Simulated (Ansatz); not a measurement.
**Ti: equation of state with BPBE**

Crystal: Ti.

```
CELL_PARAMETERS angstrom
3.04674 0.00000 0.00000
0.00000 3.04674 0.00000
0.00000 0.00000 3.04674
ATOMIC_POSITIONS crystal
Ti 0.00000 0.00000 0.00000
Ti 0.50000 0.50000 0.50000
```

This isn't the form of Ti at room conditions, which is hcp.

The cell isn't the ideal one: volume scaled by 0.8.

```json
{"Program": "Ansatz 0.2.0", "Task": "equation of state", "Functional": "BPBE", "Potentials or basis": "Ansatz PAW accurate", "Cutoff": "910 eV", "Density cutoff": "3640 eV", "k mesh": "9 × 9 × 9", "Occupations": "fermi-dirac, width 0.05 eV", "Spin": "collinear spin, ferrimagnetic start", "Starting moments": "[1.0, -0.5] μB"}
```

```yaml
Equilibrium_volume: outside the volumes run
```

Energy against volume, from the lowest point:
```csv
volume (Å³/atom),energy (meV/atom)
13.292,306.23
13.575,237.88
13.858,177.10
14.141,123.38
14.424,76.24
14.706,35.24
14.989,0.00
```

Wall time 54 s on 2 threads of Arm Neoverse V2 (shared host), peak memory 0.56 GiB.

Caveat: the potentials were made for another functional, which shifts forces and pressure; the starting moments weren't kept.
